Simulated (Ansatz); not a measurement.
The system is SiO2.

```xyz
6
Lattice="4.2332 0.0000 0.0000 0.0000 4.2332 0.0000 0.0000 0.0000 2.6935" Properties=species:S:1:pos:R:3 pbc="T T T"
Si    0.0000    0.0000    0.0000
Si    2.1166    2.1166    1.3467
O     3.4155    0.8177    1.3467
O     1.2989    1.2989    0.0000
O     0.8177    3.4155    1.3467
O     2.9343    2.9343    0.0000
```

The cell comes from a database or a generator and needn't be the stable form of this composition.

```yaml
Program: Ansatz 0.2.0
Task: single point
Functional: PBEsol
Potentials_or_basis: all-electron LAPW, scalar-relativistic
Cutoff: 449 eV (chosen from the basis error)
Basis_error_allowed: 0.001 eV/atom
k_mesh: 6 × 6 × 10
Occupations: fermi-dirac, width 0.05 eV
Spin: no spin polarisation
```

On this cell: pressure -6.7 GPa; largest force 0.045 eV/Å; band gap on the k mesh 5.00 eV, direct.

The same run follows on a disturbed copy (atoms moved at random, drawn with an rms of 0.05 Å):

```
CELL_PARAMETERS angstrom
4.23317 0.00000 0.00000
0.00000 4.23317 0.00000
0.00000 0.00000 2.69349
ATOMIC_POSITIONS crystal
Si 0.00018 0.00223 0.99390
Si 0.50331 0.50202 0.51056
O 0.80948 0.19585 0.47868
O 0.29403 0.31524 0.00045
O 0.19479 0.80699 0.49939
O 0.70589 0.69015 0.01771
```

**Question.** What changes?

**Answer.** The energy moves by +19.3 meV/atom; pressure -7.2 GPa; largest force 1.291 eV/Å; band gap on the k mesh 4.88 eV, direct.

Forces on the atoms (eV/Å):
```
Si   0.378 -0.162 -0.174
Si  -0.363 -0.053 -0.194
O   -0.569 -0.177  1.145
O    1.196  0.106 -0.060
O    0.236  0.417  0.127
O   -0.879 -0.130 -0.843
```

Stress tensor (GPa, compression positive):
```
-8.77 -0.42 -0.80
-0.42 -6.03  0.09
-0.80  0.09 -6.83
```

A k mesh can miss the band edges.
